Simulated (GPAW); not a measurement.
Crystal: BeS.

```
CELL_PARAMETERS angstrom
0.00000 2.42500 2.42500
2.42500 0.00000 2.42500
2.42500 2.42500 0.00000
ATOMIC_POSITIONS crystal
S 0.75000 0.75000 0.75000
Be 0.00000 0.00000 0.00000
```

Base run:

```yaml
Program: GPAW 26.7.0
Functional: LDA
Potentials_or_basis: the program's PAW data sets (release 1.2.1) made for this functional
Cutoff: 600 eV
Basis: pw
k_mesh: 8 × 8 × 8
Occupations: fermi-dirac, width 0.05 eV
Spin: no spin polarisation
```

Its results: band gap on the k mesh 2.90 eV, indirect (least direct gap 5.51 eV); pressure -2.7 GPa.

Problem. The run is repeated on the same cell with these changes: functional from LDA to PBE; potentials or basis from the program's PAW data sets (release 1.2.1) made for this functional to GPAW PAW data sets (gpaw-data 1.2.1). What comes out?

Solution. Band gap on the k mesh 3.10 eV, indirect (least direct gap 5.64 eV); pressure 2.2 GPa.

Caveats: the cutoff is short for stress and forces, so pressures can be off by a GPa or more.

A k mesh can miss the band edges.
